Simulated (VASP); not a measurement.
# VASP 6.6.1 run: Ge

INCAR

```
ISMEAR = -1
NSW = 0
IBRION = -1
NELM = 74
SIGMA = 3
LASPH = .TRUE.
PREC = Accurate
LREAL = .FALSE.
ENCUT = 520
EDIFF = 1E-7
GGA = PE
LWAVE = .FALSE.
NBANDS = 21
LCHARG = .FALSE.
ISIF = 2
```

KPOINTS

```
KPOINTS created by Atomic Simulation Environment
0
Gamma
8 8 8
0 0 0
```

POSCAR

```
Ge
 1.0000000000000000
     0.0051063723000000    2.8368735120999999    2.8368735120999999
     2.8368735120999999    0.0051063723000000    2.8368735120999999
     2.8419798844000002    2.8419798844000002    0.0000000000000000
 Ge
   2
Cartesian
 -0.0000000000000000 -0.0000000000000000  0.0012634918229594
  1.4209899422000003  1.4209899422000003  1.4171732642270405
```

The recommended PBE PAW datasets give the neutral cell 28 valence electrons.

Command

```
mpirun -np 1 vasp_std
```

OSZICAR

```
N       E                     dE             d eps       ncg     rms          rms(c)
DAV:   1     0.180016652603E+03    0.18002E+03   -0.14514E+04  4537   0.362E+03
DAV:   2     0.790312018257E+01   -0.17211E+03   -0.16571E+03  4000   0.618E+02
DAV:   3    -0.199371114803E+02   -0.27840E+02   -0.27343E+02  4560   0.143E+02
DAV:   4    -0.209037899703E+02   -0.96668E+00   -0.96127E+00  4475   0.309E+01
DAV:   5    -0.209221820331E+02   -0.18392E-01   -0.18334E-01  4639   0.436E+00    0.230E+00
DAV:   6    -0.209085143591E+02    0.13668E-01   -0.12356E-02  5350   0.140E+00    0.133E+00
DAV:   7    -0.208988768070E+02    0.96376E-02   -0.78367E-03  5392   0.124E+00    0.673E-02
DAV:   8    -0.208988226979E+02    0.54109E-04   -0.15175E-03  5228   0.615E-01    0.249E-02
DAV:   9    -0.208988367156E+02   -0.14018E-04   -0.14888E-04  5106   0.847E-02    0.165E-02
DAV:  10    -0.208988432248E+02   -0.65092E-05   -0.69224E-05  5540   0.413E-02    0.129E-03
DAV:  11    -0.208988470376E+02   -0.38129E-05   -0.38558E-05  4483   0.174E-02    0.554E-04
DAV:  12    -0.208988487050E+02   -0.16674E-05   -0.17917E-05  2670   0.527E-03    0.127E-04
DAV:  13    -0.208988496898E+02   -0.98484E-06   -0.99682E-06  2360   0.944E-04    0.508E-05
DAV:  14    -0.208988502748E+02   -0.58497E-06   -0.58845E-06  2300   0.429E-04    0.475E-05
DAV:  15    -0.208988506280E+02   -0.35323E-06   -0.35503E-06  2155   0.328E-04    0.350E-05
DAV:  16    -0.208988508370E+02   -0.20895E-06   -0.20534E-06  2155   0.216E-04    0.311E-05
DAV:  17    -0.208988510348E+02   -0.19779E-06   -0.19714E-06  2140   0.122E-04    0.377E-05
DAV:  18    -0.208988511974E+02   -0.16258E-06   -0.16278E-06  2105   0.788E-05    0.419E-05
DAV:  19    -0.208988512678E+02   -0.70481E-07   -0.70573E-07  2140   0.510E-05
   1 F= -.20898851E+02 E0= -.88589465E+01  d E =-.240798E+02
```

Standard output (part)

```
POSCAR found type information on POSCAR Ge
 POSCAR found :  1 types and       2 ions
 LDA part: xc-table for (Slater+PW92), standard interpolation
 POSCAR, INCAR and KPOINTS ok, starting setup
 WAVECAR not read
 entering main loop
|     Your highest band is occupied at some k-points! Unless you are          |
|     performing a calculation for an insulator or semiconductor, without     |
|     unoccupied bands, you have included TOO FEW BANDS!! Please increase     |
|     the parameter NBANDS in file INCAR to ensure that the highest band      |
|     is unoccupied at all k-points. It is always recommended to include      |
|     a few unoccupied bands to accelerate the convergence of                 |
|     molecular-dynamics runs (even for insulators or semiconductors),        |
|     since the presence of unoccupied bands improves wavefunction            |
|     prediction and helps to suppress 'band-crossings'.                      |
```

From OUTCAR

```
k-points           NKPTS =     95   k-points in BZ     NKDIM =     95   number of bands    NBANDS=     21

   NELECT =      28.0000    total number of electrons

   dimension x,y,z NGX =    30 NGY =   30 NGZ =   30
   dimension x,y,z NGXF=    60 NGYF=   60 NGZF=   60

  energy-cutoff  :      520.00
  volume of cell :       45.66
      direct lattice vectors                 reciprocal lattice vectors
     0.005106372  2.836873512  2.836873512    -0.176568191  0.176568191  0.176250368
     2.836873512  0.005106372  2.836873512     0.176568191 -0.176568191  0.176250368
     2.841979884  2.841979884  0.000000000     0.175933687  0.175933687 -0.176250368

 k-points in reciprocal lattice and weights: KPOINTS created by Atomic Simulation Env
   0.00000000  0.00000000  0.00000000       0.002
   0.12500000  0.00000000  0.00000000       0.008
   0.25000000  0.00000000  0.00000000       0.008
   0.37500000  0.00000000  0.00000000       0.008
   0.50000000  0.00000000  0.00000000       0.004
   0.12500000  0.12500000  0.00000000       0.004
   0.25000000  0.12500000  0.00000000       0.008
   0.37500000  0.12500000  0.00000000       0.008
   ...

 E-fermi :   4.0821

 k-point     1 :       0.0000    0.0000    0.0000
  band No.  band energies     occupation
      1     -20.3064      1.99941
      2     -20.3047      1.99941
      3     -20.3030      1.99941
      4     -20.2629      1.99940
      5     -20.2629      1.99940
      6     -20.0612      1.99936
      7     -20.0598      1.99936
      8     -20.0585      1.99936
      9     -20.0453      1.99936
     10     -20.0453      1.99936
     11      -8.0947      1.96605
     12       4.4915      0.93188
     13       4.5674      0.91931
     14       4.5794      0.91732
     15       4.5917      0.91527
     16       7.2444      0.51689
     17       7.2634      0.51446
     18       7.2816      0.51215
     19      11.0483      0.17862
     20      14.2426      0.06542
     21      14.2428      0.06542

 k-point     2 :       0.1250    0.0000    0.0000
  band No.  band energies     occupation
      1     -20.3125      1.99941
      2     -20.3105      1.99941
      3     -20.3031      1.99941
      4     -20.2524      1.99940
      5     -20.2523      1.99940
      6     -20.0715      1.99936
      7     -20.0706      1.99936
      8     -20.0621      1.99936
      9     -20.0367      1.99936
     10     -20.0361      1.99936
     11      -7.9064      1.96389
     12       2.2221      1.30044
     13       4.2500      0.97204
     14       4.2643      0.96964
     15       5.6062      0.75132
     16       7.6777      0.46348
     17       7.7017      0.46063
     18       8.1063      0.41456
     19      11.9826      0.13403
     20      13.3475      0.08717
     21      13.3610      0.08680

 ...

  Total        9.1217042      9.1217042      9.1220049     -0.0130033      0.0000000      0.0000000
  in kB      320.0649097    320.0649097    320.0754608     -0.4562649      0.0000000      0.0000000
  external PRESSURE =     320.0684268 kB  Pullay stress =       0.0000000 kB

 POSITION                                       TOTAL-FORCE (eV/Angst)
 -----------------------------------------------------------------------------------
      2.84198      2.84198      0.00126        -0.000000     -0.000000      0.033056
      1.42099      1.42099      1.41717         0.000000      0.000000     -0.033056
 -----------------------------------------------------------------------------------
    total drift:                                0.000000      0.000000      0.000000

  FREE ENERGIE OF THE ION-ELECTRON SYSTEM (eV)
  ---------------------------------------------------
  free  energy   TOTEN  =       -20.8988512678 eV

  energy  without entropy=        3.1809583126  energy(sigma->0) =       -8.85894648
```

It converged. Results: gap between bands v and c on the k mesh 0.01 eV; least direct gap on the k mesh 0.01 eV; pressure 32.0 GPa; largest force 0.03 eV/Å. Band v is the last that the valence electrons fill when counted band by band, and c is the next.

These settings aren't sound, so the numbers aren't properties of the crystal.

The fault: smearing far too wide.

On sound settings PBE gives a gap of 0.01 eV on its mesh and a pressure of 2.9 GPa for the intended cell. This run's energy (σ→0) differs from it by 74 meV an atom.

The run took about 47 s on one core of a shared host (Intel Xeon 6975P-C) and held 0.21 GiB at most.
